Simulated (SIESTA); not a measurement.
## GaSb in SIESTA: the effect of strain zz

Crystal: GaSb.

```
CELL_PARAMETERS angstrom
0.00000 3.05900 2.93664
3.05900 0.00000 2.93664
3.05900 3.05900 0.00000
ATOMIC_POSITIONS crystal
Sb 0.75000 0.75000 0.75000
Ga 0.00000 0.00000 0.00000
```

The cell isn't the ideal one: cell strained along z.

Alike in all runs:

| Property | Result |
| --- | --- |
| Program | SIESTA 5.4.2 |
| Task | single point |
| Functional | PBE |
| Potentials or basis | PseudoDojo 0.4 standard (PBE files) |
| Basis | DZP (energy shift 0.003 Ry; two zetas on semicore shells) |
| Grid cutoff | 800 Ry |
| Energy shift | 0.003 Ry |
| k mesh | 8 × 8 × 8 |
| Occupations | fermi-dirac, width 0.05 eV |
| Spin | no spin polarisation |

```tsv
strain zz	gap on the mesh (eV)	pressure (GPa)
-0.04	0.30	4.9
-0.02	?	?
-0.01	0.18	3.0
0	0.14	2.5
0.01	none	2.0
0.02	none	1.5
0.04	none	0.5
```

Problem. What does the run with strain zz -0.02 give?

Solution. gap on the mesh 0.22 eV; pressure 3.6 GPa.

Worked out: A parabola through the other rows of the pressure, of slope -59.5 GPa per unit of strain zz there, gives 3.6 GPa, against the run's 3.6.

Caveats: the basis of atomic orbitals isn't converged, which shifts pressures, moduli and gaps; spin-orbit coupling is left out, which moves the levels of the heavy elements (some runs).

A k mesh can miss the band edges.

A gap of «none» marks a metal or a gap under the smearing width.
